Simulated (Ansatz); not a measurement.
# Mn, alpha-Mn (A12): geometry optimisation

The calculation used Ansatz, DFT, BLYP, plane waves (420 eV) with PAW, scalar-relativistic. (PAW data from PBE, frozen cores regenerated.)

k-point mesh 3×3×3, Fermi-Dirac smearing 0.05 eV, starting moments 3.00, -2.50 ×4, -0.60 ×12, 0.60 ×12 μB. Cell and atoms relax.

Starting structure:

```yaml
crystal:
  lattice:
    - [-4.4, 4.4, 4.4]
    - [4.4, -4.4, 4.4]
    - [4.4, 4.4, -4.4]
  atoms:
    - { symbol: Mn, position: [0.366, 1.0, 1.0], spin: -2.5 }
    - { symbol: Mn, position: [0.609, 0.323, 0.0], spin: -0.6 }
    - { symbol: Mn, position: [0.609, 0.0, 0.323], spin: -0.6 }
    - { symbol: Mn, position: [0.811, 0.633, 1.0], spin: 0.6 }
    - { symbol: Mn, position: [0.811, 0.0, 0.633], spin: 0.6 }
    - { symbol: Mn, position: [0.822, 0.189, 0.189], spin: 0.6 }
    - { symbol: Mn, position: [0.0, 0.366, 0.0], spin: -2.5 }
    - { symbol: Mn, position: [0.323, 0.609, 0.0], spin: -0.6 }
    - { symbol: Mn, position: [0.0, 0.609, 0.323], spin: -0.6 }
    - { symbol: Mn, position: [0.633, 0.811, 0.0], spin: 0.6 }
    - { symbol: Mn, position: [1.0, 0.811, 0.633], spin: 0.6 }
    - { symbol: Mn, position: [0.189, 0.822, 0.189], spin: 0.6 }
    - { symbol: Mn, position: [0.0, 0.0, 0.366], spin: -2.5 }
    - { symbol: Mn, position: [0.0, 0.323, 0.609], spin: -0.6 }
    - { symbol: Mn, position: [0.323, 0.0, 0.609], spin: -0.6 }
    - { symbol: Mn, position: [0.0, 0.633, 0.811], spin: 0.6 }
    - { symbol: Mn, position: [0.633, 1.0, 0.811], spin: 0.6 }
    - { symbol: Mn, position: [0.189, 0.189, 0.822], spin: 0.6 }
    - { symbol: Mn, position: [0.0, 0.0, 0.0], spin: 3.0 }
    - { symbol: Mn, position: [0.634, 0.634, 0.634], spin: -2.5 }
    - { symbol: Mn, position: [0.391, 0.391, 0.714], spin: -0.6 }
    - { symbol: Mn, position: [0.714, 0.391, 0.391], spin: -0.6 }
    - { symbol: Mn, position: [0.391, 0.714, 0.391], spin: -0.6 }
    - { symbol: Mn, position: [0.677, 0.677, 0.286], spin: -0.6 }
    - { symbol: Mn, position: [0.286, 0.677, 0.677], spin: -0.6 }
    - { symbol: Mn, position: [0.677, 0.286, 0.677], spin: -0.6 }
    - { symbol: Mn, position: [0.367, 0.367, 0.178], spin: 0.6 }
    - { symbol: Mn, position: [0.178, 0.367, 0.367], spin: 0.6 }
    - { symbol: Mn, position: [0.367, 0.178, 0.367], spin: 0.6 }
hamiltonian:
  xc: blyp
  pseudopotentials:
    kind: paw
    azcp:
      Mn: "pseudopotentials/Mn.paw.azcp"
basis:
  ecutwfc: 420
  fft_grid_basis: typed
kpoints:
  mp_grid: { grid: [3, 3, 3], shift: [0, 0, 0] }
magnetization:
  spin_polarized: true
scf:
  occupations: { method: fermi_dirac, width: 0.05 }
relax:
  max_steps: 60
  f_tol: 0.02
  cell: {}
```

**Question.** What cell does the relaxation end in?

**Answer.** I-43m (spin ignored) with a = 8.740 Å; 11.51 Å³ per atom against 11.75 at the start (-2.0 %).

**Question.** How much energy does the relaxation gain?

**Answer.** 12.3 meV per atom.

Path of the relaxation (the plane waves are chosen anew near the end, which can shift the energy a little):

```json
{"step": "0", "E − E(final) (meV/atom)": "12.27", "V (Å³/atom)": "11.750", "P (GPa)": "-4.39", "max force (eV/Å)": "0.637"}
{"step": "1", "E − E(final) (meV/atom)": "4.71", "V (Å³/atom)": "11.565", "P (GPa)": "-1.57", "max force (eV/Å)": "0.429"}
{"step": "2", "E − E(final) (meV/atom)": "1.36", "V (Å³/atom)": "11.510", "P (GPa)": "0.00", "max force (eV/Å)": "0.121"}
{"step": "3", "E − E(final) (meV/atom)": "0.51", "V (Å³/atom)": "11.514", "P (GPa)": "0.15", "max force (eV/Å)": "0.116"}
{"step": "4", "E − E(final) (meV/atom)": "-0.07", "V (Å³/atom)": "11.518", "P (GPa)": "-0.12", "max force (eV/Å)": "0.008"}
{"step": "5", "E − E(final) (meV/atom)": "-0.08", "V (Å³/atom)": "11.510", "P (GPa)": "0.00", "max force (eV/Å)": "0.003"}
{"step": "6", "E − E(final) (meV/atom)": "0.00", "V (Å³/atom)": "11.510", "P (GPa)": "-0.01", "max force (eV/Å)": "0.003"}
```

**Question.** Which magnetic state does it end in?

**Answer.** ferrimagnetic, largest moment 3.00 μB in the atomic sphere; moments 3.00, -2.41 ×4, 0.55 ×12, -0.15 ×12 μB.
